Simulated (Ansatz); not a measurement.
# LiF: the cost of one run

All numbers are computed with Ansatz 0.2.0 through its Python package. Level of theory: DFT mr2scan, plane waves, PAW.

## (1) The structure

Symmetry: P6_3mc, No. 186, hexagonal system. The conventional cell has a = 3.061 Å, b = 3.061 Å, c = 4.807 Å, α = 90.00°, β = 90.00°, γ = 120.00°. Around Li (site symmetry 3m) lie 4 F at 1.85 to 1.86 Å. Around F (site symmetry 3m) lie 4 Li at 1.85 to 1.86 Å.

The script holds or builds the structure itself.

## (2) The script

run_cleave.py

```python
# -*- coding: utf-8 -*-
"""Cleavage curve of LiF."""

import warnings

import ansatz as az
import numpy as np

OCCUPATIONS = "Fermi-Dirac"
SMEARING_WIDTH = 0.15
ECUT = 750
SCF_TOL = 1e-06
EXTRA_BANDS = 2
XC = "mr2scan"
KGRID = (5, 5, 3)

vectors0 = np.array([
    [3.06094, 0.0, 0.0],
    [-1.53047, 2.650852, 0.0],
    [0.0, 0.0, 4.807325],
])
sites = [
    ("Li", (1 / 3, 2 / 3, 0.381154)),
    ("Li", (2 / 3, 1 / 3, 0.881154)),
    ("F", (1 / 3, 2 / 3, 0.993844)),
    ("F", (2 / 3, 1 / 3, 0.493844)),
]


def on_lattice(cell):
    crystal = az.Crystal(lattice=az.Lattice.of(cell))
    for symbol, position in sites:
        crystal = crystal.atom(symbol, position)
    return crystal

warnings.simplefilter("ignore", az.DeckWarning)

block = on_lattice(vectors0).supercell(1, 1, 1).resolved()
cell0 = np.array(block.lattice.vectors)
xyz = np.array([site.position for site in block.sites]) @ cell0
normal = np.cross(cell0[0], cell0[1])
area = np.linalg.norm(normal)
normal *= np.sign(normal @ cell0[2]) / area
# the atoms stay where they are; only the third vector changes
energies = []
for amount in [0, 0.5, 1.0, 2.0, 4.0]:
    cell = cell0.copy()
    cell[2] += amount * normal
    moved = az.Crystal(lattice=az.Lattice.of(cell))
    for site, fraction in zip(block.sites, xyz @ np.linalg.inv(cell)):
        moved = moved.atom(site.symbol, fraction)
    base = (
        moved.calculation()
        .eigensolver("davidson")
        .occupations(OCCUPATIONS, width=SMEARING_WIDTH)
        .basis(ECUT)
        .scf(tolerance=SCF_TOL, extra_bands=EXTRA_BANDS, self_checks="low")
        .functional(XC)
        .kpoints(*KGRID)
    )
    energies.append(base.run(threads=1).report["free_energy_ev"])
    print(f"gap {amount:4.2f} A: {(energies[-1] - energies[0]) / area * 16.02177:8.4f} J/m^2")
```

## (3) The input behind the calls

The package turns the script's settings into the engine's input (first run):

```yaml
crystal:
  lattice:
    - [3.06094, 0.0, 0.0]
    - [-1.53047, 2.650852, 0.0]
    - [0.0, 0.0, 4.807325]
  atoms:
    - { symbol: Li, position: [0.33333333333333326, 0.6666666666666666, 0.38115399999999994] }
    - { symbol: Li, position: [0.6666666666666666, 0.3333333333333333, 0.8811539999999999] }
    - { symbol: F, position: [0.33333333333333326, 0.6666666666666666, 0.9938439999999998] }
    - { symbol: F, position: [0.6666666666666666, 0.3333333333333333, 0.493844] }
basis:
  ecutwfc: 750.0
kpoints:
  mp_grid:
    grid: [5, 5, 3]
hamiltonian:
  xc: mr2scan
scf:
  n_extra_bands: 2
  self_checks: low
  convergence:
    dr2_threshold: 1.0e-06
  occupations:
    method: fermi_dirac
    width: 0.15
  eigensolver:
    kind: davidson
```

## (4) Launch

Started as:

```bash
$ python run_cleave.py
```

What time and memory should one allow on 1 thread of Intel Xeon 6975P-C (Granite Rapids), shared host?

About 9.2 s, with a peak of 0.58 GiB.
